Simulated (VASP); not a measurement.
Write the native input for VASP 6.6.1 that does the following.

```yaml
Task: relaxation of cell and atoms
Functional: LDA
Potentials_or_basis: VASP PAW LDA potentials, release 64 (Ag, Br)
Cutoff: 600 eV
k_mesh: 8 × 8 × 8
Occupations: gaussian, width 0.03 eV
Spin: no spin polarisation
Further_INCAR_settings: ALGO = Normal; EDIFF = 1e-06; IBRION = 2; EDIFFG = -0.01; NSW = 90; ISIF = 3
```

The structure of AgBr lies in POSCAR:

```
AgBr
1.0
    0.0000000000      2.8701500000      2.8701500000
    2.8701500000      0.0000000000      2.8701500000
    2.8701500000      2.8701500000      0.0000000000
Ag Br
1 1
Direct
    0.0000000000      0.0000000000      0.0000000000
    0.5000000000      0.5000000000      0.5000000000
```

These files were run (other wordings do the same):

INCAR

```
SYSTEM = AgBr
ALGO     = Normal         ! electronic algorithm
EDIFF    = 1E-6           ! SCF threshold, eV
EDIFFG   = -0.01          ! ionic threshold
ENCUT    = 600            ! plane-wave cutoff, eV
IBRION   = 2              ! ionic algorithm
ISIF     = 3              ! what is computed and relaxed
ISMEAR   = 0              ! smearing method
LASPH    = .True.         ! aspherical terms in the spheres
LCHARG   = .False.        ! write CHGCAR
LREAL    = .False.        ! projectors in reciprocal space
LWAVE    = .False.        ! write WAVECAR
NELM     = 80             ! most SCF steps
NSW      = 90             ! ionic steps
PREC     = Accurate       ! precision mode
SIGMA    = 0.03           ! smearing width, eV
```

KPOINTS

```
k-points
0
Gamma
  8 8 8
  0 0 0
```

Potentials or basis: VASP PAW LDA potentials, release 64 (Ag, Br).

Launch:

```console
$ cat potpaw_LDA.64/Ag/POTCAR potpaw_LDA.64/Br/POTCAR > POTCAR
$ mpirun -np 1 vasp_std > vasp.out
```

It gave:

```yaml
Relaxed_volume: 21.80 Å³/atom
Relaxed_cell: a = 3.950 Å, b = 3.950 Å, c = 3.950 Å, α = 60.00°, β = 60.00°, γ = 60.00°
Space_group_after_relaxing_to_0.05_Å: Fm-3m (No. 225)
Energy_gained_by_relaxing: 26.1 meV/atom
Ionic_steps: 3
Pressure_after_relaxing: 0.0 GPa
Band_gap_on_the_k_mesh: 0.42 eV, indirect (least direct gap 2.65 eV)
```

Run time: 21 s on 1 thread of Intel(R) Xeon(R) Platinum 8488C (Sapphire Rapids) (shared host), peak memory 0.17 GiB.
